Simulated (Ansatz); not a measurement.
Crystal: Zn.

```
Zn
1.0
    -1.56904    1.56904    1.56904
     1.56904   -1.56904    1.56904
     1.56904    1.56904   -1.56904
Zn
1
Direct
  0.00000 0.00000 0.00000
```

This isn't the form of Zn at room conditions, which is hcp.

```yaml
Program: Ansatz 0.2.0
Task: relaxation of cell and atoms
Functional: LDA
Potentials_or_basis: Ansatz PAW
Cutoff: "420 eV (not typed: the program's choice for these potentials)"
k_mesh: 12 × 12 × 12
Occupations: fermi-dirac, width 0.05 eV
Spin: no spin polarisation
```

At the start: volume 15.45 Å³/atom.

**Question.** Where does the relaxation end?

**Answer.** It ends after 5 steps and the volume is 13.63 Å³/atom (-11.8 %); space group Im-3m (No. 229, to 0.05 Å).

The path:
```tsv
step	energy change (eV)	largest force (eV/Å)	volume (Å³)
1	0.0000	0.0000	15.45
2	-0.0492	0.0000	14.14
3	-0.0537	0.0000	13.45
4	-0.0545	0.0000	13.63
5	-0.0539	0.0000	13.63
```

Final structure:
```
Zn
1.0
    -1.50496    1.50496    1.50496
     1.50496   -1.50496    1.50496
     1.50496    1.50496   -1.50496
Zn
1
Direct
  0.00000 0.00000 0.00000
```

Caveat: the plane-wave basis is chosen anew once the cell has moved, so the energies of steps on either side of that aren't comparable; the PAW data sets come from PBE, with cores solved anew for the run's functional, which leaves a small shift of forces and pressure.
